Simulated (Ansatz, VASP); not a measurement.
SiC (Moissanite 3C): VASP beside Ansatz

```
Si C
1.0
     0.00000    1.95246    1.95246
     1.95246    0.00000    1.95246
     1.95246    1.95246    0.00000
Si C
1 1
Direct
  0.00000 0.00000 0.00000
  0.25000 0.25000 0.25000
```

Alike in both runs: task single point; functional PBEsol; k mesh 18 × 18 × 18; occupations gaussian, width 0.05 eV; no spin polarisation.

|  | VASP | Ansatz |
| --- | --- | --- |
| version | VASP 6.6.1 | Ansatz 0.2.0 |
| potentials or method | VASP PAW PBE potentials, release 64 (Si, C) | scalar-relativistic, plane waves, PAW |
| plane-wave cutoff (eV) | 520 | 420 |
| valence electrons in the cell | 8 | 8 |

```tsv
	VASP	Ansatz	Ansatz less VASP
gap on the k mesh at the Fermi level (eV)	0.86	0.88	+0.013
least direct gap on the mesh (eV)	4.69	4.71	+0.024
```

 A k mesh can miss the band edges.
